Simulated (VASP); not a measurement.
# BAs: zone-centre modes, functional by functional, part 2 of 3

Aim: the vibrations of BAs at the zone centre, at several levels of theory. The starting structure is a measured crystal structure from the Crystallography Open Database.

VASP 6.6.1.

Results so far: LDA T2 700.6 cm⁻¹.

## (3) Modes with LDA at the measured cell

Level of this step: LDA; plane waves and PAW (As, B) (VASP).

A relaxation of the atoms in the fixed cell, not shown, had nothing to move.

Contents of INCAR:

```
SYSTEM = BAs
PREC = Accurate
ENCUT = 450
EDIFF = 1E-08
NELM = 100
ISMEAR = 0
SIGMA = 0.03
LREAL = .FALSE.
ALGO = Normal
GGA = CA
NBANDS = 10
LORBIT = 11
LWAVE = .FALSE.
LCHARG = .FALSE.
KPAR = 2
IBRION = 8
LEPSILON = .TRUE.
ISIF = 2
```

Contents of POSCAR:

```
BAs
1.0
    0.0000000000      2.3885000000      2.3885000000
    2.3885000000      0.0000000000      2.3885000000
    2.3885000000      2.3885000000      0.0000000000
As B
1 1
Direct
    0.7500000000      0.7500000000      0.7500000000
    0.0000000000      0.0000000000      0.0000000000
```

Contents of KPOINTS:

```
Automatic mesh
0
Gamma
8 8 8
0 0 0
```

PAW data sets: As and B (LDA family, release 64).

The run is started by

```sh
$ mpirun -np 2 vasp_std
```

The program printed:

```text
[... set-up lines as in an earlier step ...]
 entering main loop
       N       E                     dE             d eps       ncg     rms          rms(c)
DAV:   1     0.824437138911E+01    0.82444E+01   -0.34928E+03   580   0.626E+02
DAV:   2    -0.130759938570E+02   -0.21320E+02   -0.20538E+02   818   0.989E+01
DAV:   3    -0.136399539249E+02   -0.56396E+00   -0.56286E+00   678   0.157E+01
DAV:   4    -0.136416050399E+02   -0.16511E-02   -0.16510E-02   712   0.965E-01
[...]
DAV:  11    -0.129181002366E+02   -0.14523E-05   -0.15962E-06   710   0.921E-03    0.124E-02
DAV:  12    -0.129181000626E+02    0.17393E-06   -0.83774E-07   654   0.404E-03    0.286E-03
DAV:  13    -0.129181000668E+02   -0.41652E-08   -0.32224E-08   664   0.128E-03
   1 F= -.12918100E+02 E0= -.12918100E+02  d E =-.920798E-18
 Linear response reoptimize wavefunctions to high precision
DAV:   1    -0.129181000673E+02   -0.50272E-09   -0.55967E-09   652   0.346E-04
DAV:   2    -0.129181000673E+02   -0.20862E-10   -0.13292E-10   376   0.954E-05
 Linear response G [H, r] |phi>, progress :
  Direction:   1
[...]
RMM:  12    -0.378039058408E-01    0.68789E-07    0.40486E-07  1905   0.315E-05    0.401E-08
 first order change of Fermi-energy   0.84574E-03
 force on displaced ion       1 direction 1 : -16.307  -0.000  -0.000
 Born effective charge ion    1 direction 1 :   0.441   0.000   0.000
 Linear response progress:
  Degree of freedom:   2/  2
       N       E                     dE             d eps       ncg     rms          rms(c)
RMM:   1    -0.433443980768E-01   -0.43344E-01    0.67030E-04  4428   0.108E+00
RMM:   2    -0.403865739373E-01    0.29578E-02   -0.83499E-04  2987   0.214E-01    0.985E-02
RMM:   3    -0.404447231377E-01   -0.58149E-04    0.30397E-06  3124   0.656E-02    0.517E-02
RMM:   4    -0.407174716129E-01   -0.27275E-03   -0.33719E-05  3063   0.605E-02    0.745E-03
[...]
RMM:   9    -0.407004357337E-01    0.39377E-07   -0.68472E-08  3476   0.388E-05    0.179E-06
RMM:  10    -0.407003752210E-01    0.60513E-07   -0.54252E-08  3163   0.306E-05    0.387E-07
RMM:  11    -0.407004402242E-01   -0.65003E-07   -0.39011E-08  2337   0.297E-05    0.545E-08
 first order change of Fermi-energy  -0.42606E-03
 force on displaced ion       2 direction 1 : -16.314  -0.000  -0.000
 Born effective charge ion    2 direction 1 :  -0.540   0.000   0.000
 Born effective charges drift removed
 Linear response finished
```

It took 22 s on 2 MPI ranks of Intel Xeon 6975P-C (Granite Rapids), shared host; peak memory 0.34 GiB.

From OUTCAR (step 3):

```text
  Total       -0.5228583     -0.5228583     -0.5228583      0.0000000      0.0000000      0.0000000
  in kB      -30.7389389    -30.7389389    -30.7389389      0.0000000      0.0000000      0.0000000
  external PRESSURE =     -30.7389389 kB  Pullay stress =       0.0000000 kB

 POSITION                                       TOTAL-FORCE (eV/Angst)
 -----------------------------------------------------------------------------------
      3.58275      3.58275      3.58275         0.000000      0.000000      0.000000
      0.00000      0.00000      0.00000        -0.000000     -0.000000     -0.000000
 -----------------------------------------------------------------------------------
    total drift:                               -0.000000     -0.000000     -0.000000

 MACROSCOPIC STATIC DIELECTRIC TENSOR (including local field effects in DFT)
 ------------------------------------------------------
          10.152795    -0.000000     0.000000
           0.000000    10.152795    -0.000000
           0.000000    -0.000000    10.152795
 ------------------------------------------------------

 MACROSCOPIC STATIC DIELECTRIC TENSOR IONIC CONTRIBUTION
 ------------------------------------------------------
           0.096765     0.000000     0.000000
           0.000000     0.096765     0.000000
           0.000000     0.000000     0.096765
 ------------------------------------------------------

[... 1 part as in an earlier step ...]

[... 1 further part left out ...]
```

With LDA at the measured cell the mode is T2 685.2 cm⁻¹, -15.4 cm⁻¹ from LDA.

## (4) Modes with PBEsol

PBEsol restores the gradient expansion of exchange and is tuned for the cells of solids. The cell comes from a relaxation at this level, not shown (27.27 Å³).

INCAR, as its differences from that of step 3:

```diff
@@ -9,3 +9,3 @@
 ALGO = Normal
-GGA = CA
+GGA = PS
 NBANDS = 10
```

Contents of POSCAR:

```
BAs
1.0
    0.0000000000      2.3890517295      2.3890517295
    2.3890517295      0.0000000000      2.3890517295
    2.3890517295      2.3890517295      0.0000000000
As B
1 1
Direct
    0.7500000000      0.7500000000      0.7500000000
    0.0000000000      0.0000000000      0.0000000000
```

KPOINTS is that of step 3.

The projector-augmented-wave data sets are As and B (PBE family, release 64).

The run is started by

```sh
$ mpirun -np 2 vasp_std
```

The program printed:

```text
[banner, memory and clock lines left out]
running    2 mpi-ranks, on    1 nodes
[...]
|                                                                             |
|               ----> ADVICE to this user running VASP <----                  |
|                                                                             |
|     You enforced a specific xc type in the INCAR file but a different       |
|     [... a line on the potential file left out ...]
|     I HOPE YOU KNOW WHAT YOU ARE DOING!                                     |
|                                                                             |

 LDA part: xc-table for (Slater+PW92), standard interpolation
 POSCAR, INCAR and KPOINTS ok, starting setup
[...]
entering main loop
       N       E                     dE             d eps       ncg     rms          rms(c)
DAV:   1     0.781282387904E+01    0.78128E+01   -0.35806E+03   580   0.633E+02
DAV:   2    -0.122749815837E+02   -0.20088E+02   -0.19501E+02   812   0.977E+01
[...]
RMM:  10    -0.366970692797E-01    0.41134E-08    0.45284E-08  2888   0.136E-05    0.737E-07
 first order change of Fermi-energy  -0.12488E-03
 force on displaced ion       1 direction 1 : -16.666  -0.000  -0.000
 Born effective charge ion    1 direction 1 :   0.450   0.000   0.000
 Linear response progress:
  Degree of freedom:   2/  2
       N       E                     dE             d eps       ncg     rms          rms(c)
RMM:   1    -0.428350012255E-01   -0.42835E-01    0.17598E-03  4418   0.106E+00
RMM:   2    -0.400085727851E-01    0.28264E-02   -0.78579E-04  2997   0.210E-01    0.941E-02
RMM:   3    -0.400753313654E-01   -0.66759E-04    0.18283E-05  3142   0.612E-02    0.499E-02
RMM:   4    -0.403301467799E-01   -0.25482E-03   -0.21600E-05  3072   0.569E-02    0.757E-03
[...]
RMM:   8    -0.403112651660E-01   -0.14652E-06   -0.21779E-08  3327   0.572E-05    0.122E-05
RMM:   9    -0.403112221710E-01    0.42995E-07    0.29293E-09  3418   0.233E-05    0.283E-06
RMM:  10    -0.403112229707E-01   -0.79966E-09    0.39837E-08  3090   0.133E-05    0.369E-07
 first order change of Fermi-energy   0.21206E-03
 force on displaced ion       2 direction 1 : -16.672  -0.000  -0.000
 Born effective charge ion    2 direction 1 :  -0.555   0.000   0.000
 Born effective charges drift removed
 Linear response finished
```

Wall time 25 s (2 MPI ranks); peak memory 0.36 GiB; 48 s of CPU time.

Parts of OUTCAR (step 4):

```text
  Total        0.0010654      0.0010654      0.0010654     -0.0000000      0.0000000     -0.0000000
  in kB        0.0625911      0.0625911      0.0625911     -0.0000000      0.0000000     -0.0000000
  external PRESSURE =       0.0625911 kB  Pullay stress =       0.0000000 kB

 POSITION                                       TOTAL-FORCE (eV/Angst)
 -----------------------------------------------------------------------------------
      3.58358      3.58358      3.58358         0.000000      0.000000      0.000000
      0.00000      0.00000      0.00000        -0.000000     -0.000000     -0.000000
 -----------------------------------------------------------------------------------
    total drift:                               -0.000000     -0.000000     -0.000000

 MACROSCOPIC STATIC DIELECTRIC TENSOR (including local field effects in DFT)
 ------------------------------------------------------
          10.292466     0.000000    -0.000000
           0.000000    10.292466     0.000000
          -0.000000     0.000000    10.292466
 ------------------------------------------------------

 MACROSCOPIC STATIC DIELECTRIC TENSOR IONIC CONTRIBUTION
 ------------------------------------------------------
           0.099233    -0.000000    -0.000000
          -0.000000     0.099233     0.000000
          -0.000000     0.000000     0.099233
 ------------------------------------------------------

[... 1 part as in an earlier step ...]

[... 1 further part left out ...]
```

With PBEsol the mode is T2 692.7 cm⁻¹, -7.9 cm⁻¹ from LDA.

## (5) Modes with PBE

PBE, the usual starting point, adds the gradient of the density. The cell comes from a relaxation at this level, not shown (27.94 Å³).

INCAR, as its differences from that of step 4:

```diff
@@ -9,3 +9,3 @@
 ALGO = Normal
-GGA = PS
+GGA = PE
 NBANDS = 10
```

Contents of POSCAR:

```
BAs
1.0
    0.0000000000      2.4085058405      2.4085058405
    2.4085058405      0.0000000000      2.4085058405
    2.4085058405      2.4085058405      0.0000000000
As B
1 1
Direct
    0.7500000000      0.7500000000      0.7500000000
    0.0000000000      0.0000000000      0.0000000000
```

KPOINTS is that of step 4.

The run is started by

```sh
$ mpirun -np 2 vasp_std
```

The program printed:

```text
[banner, memory and clock lines left out]
running    2 mpi-ranks, on    1 nodes
[...]
LDA part: xc-table for (Slater+PW92), standard interpolation
 POSCAR, INCAR and KPOINTS ok, starting setup
[...]
entering main loop
       N       E                     dE             d eps       ncg     rms          rms(c)
DAV:   1     0.111054028854E+02    0.11105E+02   -0.33998E+03   580   0.628E+02
DAV:   2    -0.114349627122E+02   -0.22540E+02   -0.21114E+02   842   0.100E+02
DAV:   3    -0.120018088650E+02   -0.56685E+00   -0.56576E+00   694   0.159E+01
DAV:   4    -0.120032665705E+02   -0.14577E-02   -0.14576E-02   700   0.925E-01
[...]
DAV:  13    -0.114080519528E+02   -0.63035E-07   -0.85342E-08   692   0.204E-03    0.107E-03
DAV:  14    -0.114080520714E+02   -0.11856E-06   -0.15553E-08   632   0.870E-04    0.101E-04
DAV:  15    -0.114080520777E+02   -0.63539E-08   -0.35057E-10   364   0.148E-04
   1 F= -.11408052E+02 E0= -.11408052E+02  d E =-.161042E-15
 Linear response reoptimize wavefunctions to high precision
[...]
RMM:  11    -0.367230798546E-01   -0.28608E-08    0.35892E-08  3016   0.868E-06    0.390E-07
 first order change of Fermi-energy   0.92139E-04
 force on displaced ion       1 direction 1 : -16.050   0.000   0.000
 Born effective charge ion    1 direction 1 :   0.401   0.000   0.000
 Linear response progress:
  Degree of freedom:   2/  2
       N       E                     dE             d eps       ncg     rms          rms(c)
RMM:   1    -0.426630542840E-01   -0.42663E-01    0.33990E-03  4435   0.107E+00
RMM:   2    -0.398595022682E-01    0.28036E-02   -0.79724E-04  2991   0.212E-01    0.922E-02
RMM:   3    -0.399471538427E-01   -0.87652E-04    0.25516E-05  3130   0.603E-02    0.492E-02
RMM:   4    -0.402140466090E-01   -0.26689E-03   -0.12994E-05  3064   0.573E-02    0.787E-03
[...]
RMM:   8    -0.401903124559E-01   -0.24094E-06   -0.43913E-08  3311   0.970E-05    0.166E-05
RMM:   9    -0.401902672876E-01    0.45168E-07   -0.33229E-08  3370   0.320E-05    0.497E-06
RMM:  10    -0.401902703447E-01   -0.30571E-08   -0.93583E-09  3303   0.142E-05    0.598E-07
 first order change of Fermi-energy   0.16431E-03
 force on displaced ion       2 direction 1 : -16.057  -0.000  -0.000
 Born effective charge ion    2 direction 1 :  -0.502   0.000   0.000
 Born effective charges drift removed
 Linear response finished
```

The job ended after 25 s (2 MPI ranks; peak memory 0.36 GiB).

Parts of OUTCAR (step 5):

```text
  Total        0.0010473      0.0010473      0.0010473     -0.0000000      0.0000000      0.0000000
  in kB        0.0600517      0.0600517      0.0600517     -0.0000000      0.0000000      0.0000000
  external PRESSURE =       0.0600517 kB  Pullay stress =       0.0000000 kB

 POSITION                                       TOTAL-FORCE (eV/Angst)
 -----------------------------------------------------------------------------------
      3.61276      3.61276      3.61276         0.000000      0.000000      0.000000
      0.00000      0.00000      0.00000        -0.000000     -0.000000     -0.000000
 -----------------------------------------------------------------------------------
    total drift:                               -0.000000     -0.000000     -0.000000

 MACROSCOPIC STATIC DIELECTRIC TENSOR (including local field effects in DFT)
 ------------------------------------------------------
          10.285242     0.000000    -0.000000
          -0.000000    10.285242     0.000000
           0.000000     0.000000    10.285242
 ------------------------------------------------------

 MACROSCOPIC STATIC DIELECTRIC TENSOR IONIC CONTRIBUTION
 ------------------------------------------------------
           0.081156     0.000000     0.000000
           0.000000     0.081156     0.000000
           0.000000     0.000000     0.081156
 ------------------------------------------------------

[... 1 part as in an earlier step ...]

[... 1 further part left out ...]
```

With PBE the mode is T2 679.8 cm⁻¹, -20.8 cm⁻¹ from LDA.

## (6) Modes with PBEsol + D3(BJ)

D3 with Becke-Johnson damping keeps a finite attraction at short range. The cell comes from a relaxation at this level, not shown (26.65 Å³).

INCAR, as its differences from that of step 5:

```diff
@@ -9,3 +9,4 @@
 ALGO = Normal
-GGA = PE
+GGA = PS
+IVDW = 12
 NBANDS = 10
@@ -15,4 +16,6 @@
 KPAR = 2
-IBRION = 8
-LEPSILON = .TRUE.
+IBRION = 6
+NFREE = 2
+POTIM = 0.015
+NSW = 1
 ISIF = 2
```

Contents of POSCAR:

```
BAs
1.0
    0.0000000000      2.3708412313      2.3708412313
    2.3708412313      0.0000000000      2.3708412313
    2.3708412313      2.3708412313      0.0000000000
As B
1 1
Direct
    0.7500000000      0.7500000000      0.7500000000
    0.0000000000      0.0000000000      0.0000000000
```

KPOINTS is that of step 5.

The run is started by

```sh
$ mpirun -np 2 vasp_std
```

The program printed:

```text
[banner, memory and clock lines left out]
running    2 mpi-ranks, on    1 nodes
[...]
[... a notice as in an earlier step ...]

 LDA part: xc-table for (Slater+PW92), standard interpolation
 POSCAR, INCAR and KPOINTS ok, starting setup
[...]
entering main loop
       N       E                     dE             d eps       ncg     rms          rms(c)
DAV:   1     0.928869737951E+01    0.92887E+01   -0.34809E+03   580   0.635E+02
DAV:   2    -0.122761026137E+02   -0.21565E+02   -0.20887E+02   794   0.994E+01
DAV:   3    -0.128445068412E+02   -0.56840E+00   -0.56751E+00   678   0.162E+01
DAV:   4    -0.128458867291E+02   -0.13799E-02   -0.13798E-02   726   0.927E-01
[...]
DAV:  13    -0.121914688236E+02   -0.40205E-07   -0.34431E-08   702   0.139E-03    0.128E-03
DAV:  14    -0.121914688810E+02   -0.57389E-07   -0.73933E-09   410   0.473E-04    0.967E-05
DAV:  15    -0.121914688815E+02   -0.54177E-09   -0.32064E-10   356   0.157E-04
   1 F= -.12751681E+02 E0= -.12751681E+02  d E =-.379877E-11
[... from here on, the cycles between the ionic steps are left out ...]
   2 F= -.12749719E+02 E0= -.12749719E+02  d E =-.784082E-11
   3 F= -.12749719E+02 E0= -.12749719E+02  d E =-.782137E-11
   4 F= -.12749719E+02 E0= -.12749719E+02  d E =-.779733E-11
   5 F= -.12749719E+02 E0= -.12749719E+02  d E =-.775713E-11
 Finite differences progress:
  Degree of freedom:   2/  2
  Displacement:        2/  2
  Total:               4/  4
```

Run time: 7.8 s. Hardware: 2 MPI ranks; peak memory 0.33 GiB.

From OUTCAR (step 6):

```text
 Edisp (eV)   -0.56021

 Edisp (eV)   -0.56021

  Total       0.00073     0.00463     0.00463     0.00000     0.12914     0.00000
  in kB       0.04383     0.27808     0.27808     0.00000     7.76305     0.00000
  external pressure =        0.20 kB  Pullay stress =        0.00 kB

 POSITION                                       TOTAL-FORCE (eV/Angst)
 -----------------------------------------------------------------------------------
      3.55626      3.55626      3.55626        -0.261536      0.000000      0.000000
     -0.01500      0.00000      0.00000         0.261536     -0.000000     -0.000000
 -----------------------------------------------------------------------------------
    total drift:                                0.000040     -0.000000     -0.000000

  FREE ENERGIE OF THE ION-ELECTRON SYSTEM (eV)
  ---------------------------------------------------
  free  energy   TOTEN  =       -12.7497194303 eV

  energy  without entropy=      -12.7497194303  energy(sigma->0) =      -12.74971943

[... 1 part as in an earlier step ...]

[... 2 further parts left out ...]
[key lines of the parts left out:]
E-fermi :   6.5189
```

The last energy, forces and stress in OUTCAR belong to the last displaced cell, not to that of POSCAR.

With PBEsol + D3(BJ) the mode is T2 708.4 cm⁻¹, +7.8 cm⁻¹ from LDA.

## (7) Modes with r2SCAN

r2SCAN adds the kinetic-energy density, costs more than a GGA and is run with LASPH. The cell comes from a relaxation at this level, not shown (27.42 Å³).

INCAR, as its differences from that of step 6:

```diff
@@ -9,4 +9,4 @@
 ALGO = Normal
-GGA = PS
-IVDW = 12
+METAGGA = R2SCAN
+LASPH = .TRUE.
 NBANDS = 10
```

Contents of POSCAR:

```
BAs
1.0
    0.0000000000      2.3932844290      2.3932844290
    2.3932844290      0.0000000000      2.3932844290
    2.3932844290      2.3932844290      0.0000000000
As B
1 1
Direct
    0.7500000000      0.7500000000      0.7500000000
    0.0000000000      0.0000000000      0.0000000000
```

KPOINTS is that of step 6.

The run is started by

```sh
$ mpirun -np 2 vasp_std
```

The program printed:

```text
[banner, memory and clock lines left out]
running    2 mpi-ranks, on    1 nodes
[...]
[... a notice as in an earlier step ...]

 LDA part: xc-table for (None), standard interpolation
 POSCAR, INCAR and KPOINTS ok, starting setup
[...]
entering main loop
       N       E                     dE             d eps       ncg     rms          rms(c)
DAV:   1     0.192804431320E+00    0.19280E+00   -0.36508E+03   580   0.649E+02
DAV:   2    -0.231914351671E+02   -0.23384E+02   -0.22153E+02   828   0.106E+02
DAV:   3    -0.238409000138E+02   -0.64946E+00   -0.64795E+00   686   0.169E+01
DAV:   4    -0.238425812658E+02   -0.16813E-02   -0.16812E-02   700   0.987E-01
[...]
DAV:  13    -0.222526245603E+02   -0.14852E-06   -0.13900E-08   566   0.850E-04    0.791E-04
DAV:  14    -0.222526245414E+02    0.18817E-07   -0.73521E-10   380   0.250E-04    0.243E-05
DAV:  15    -0.222526245376E+02    0.38258E-08   -0.46725E-11   362   0.560E-05
   1 F= -.22252625E+02 E0= -.22252625E+02  d E =-.151275E-18
[... from here on, the cycles between the ionic steps are left out ...]
   2 F= -.22250712E+02 E0= -.22250712E+02  d E =-.135686E-19
   3 F= -.22250712E+02 E0= -.22250712E+02  d E =-.135710E-19
   4 F= -.22250713E+02 E0= -.22250713E+02  d E =-.133799E-19
   5 F= -.22250713E+02 E0= -.22250713E+02  d E =-.134641E-19
 Finite differences progress:
  Degree of freedom:   2/  2
  Displacement:        2/  2
  Total:               4/  4
```

The job ended after 38 s (2 MPI ranks; peak memory 0.32 GiB; 75 s of CPU time).

OUTCAR, selected parts (step 7):

```text
  Total        0.0026750      0.0059983      0.0059983      0.0000000      0.1000537      0.0000000
  in kB        0.1563253      0.3505314      0.3505314      0.0000000      5.8469700      0.0000000
  external PRESSURE =       0.2857960 kB  Pullay stress =       0.0000000 kB

 POSITION                                       TOTAL-FORCE (eV/Angst)
 -----------------------------------------------------------------------------------
      3.58993      3.58993      3.58993        -0.255016      0.000000      0.000000
     -0.01500      0.00000      0.00000         0.255016      0.000000      0.000000
 -----------------------------------------------------------------------------------
    total drift:                               -0.000207     -0.000001     -0.000001

  FREE ENERGIE OF THE ION-ELECTRON SYSTEM (eV)
  ---------------------------------------------------
  free  energy   TOTEN  =       -22.2507128037 eV

  energy  without entropy=      -22.2507128037  energy(sigma->0) =      -22.25071280

[... 1 part as in an earlier step ...]

[... 2 further parts left out ...]
[key lines of the parts left out:]
E-fermi :   6.2483
```

With r2SCAN the mode is T2 699.5 cm⁻¹, -1.1 cm⁻¹ from LDA.

(Continued in part 3 of 3.)

[Lines on the potential files, build, host, timing and source positions are cut from VASP's logs without a mark.]

[Logs are printed without paths, hosts, clocks, repeated set-up lines and the standing remarks that a program may print on its own settings, such as how far it seeks lower states.]

[Hosts, paths, dates, database ids (printed as entryN), source tags and the programs' standing remarks are cut or masked in the printed files.]
